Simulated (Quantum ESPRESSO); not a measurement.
Crystal: Rh.

```
CELL_PARAMETERS angstrom
0.00000 1.89785 1.89785
1.89785 0.00000 1.89785
1.89785 1.89785 0.00000
ATOMIC_POSITIONS crystal
Rh 0.00000 0.00000 0.00000
```

Base run:

- Program: Quantum ESPRESSO 7.5
- Functional: AM05
- Potentials or basis: SG15 PBE 1.2
- Cutoff: 952 eV
- Density cutoff: 3810 eV
- k mesh: 12 × 12 × 12
- Occupations: fermi-dirac, width 0.05 eV
- Spin: no spin polarisation

Its results: band gap on the k mesh none (metal or under the smearing width); pressure -5.7 GPa.

Question: After a change of settings the same cell gave: band gap on the k mesh none (metal or under the smearing width); pressure 12.8 GPa. Which change was it?
A. functional from AM05 to M06L; k mesh from 12 × 12 × 12 to 9 × 9 × 9
B. functional from AM05 to r2SCAN; k mesh from 12 × 12 × 12 to 9 × 9 × 9
C. functional from AM05 to RPBE
D. functional from AM05 to rSCAN; k mesh from 12 × 12 × 12 to 9 × 9 × 9

Answer: C.

RPBE binds less tightly than AM05, so the same cell stands under more pressure.

Caveats: the potentials were made for another functional, which shifts forces and pressure.
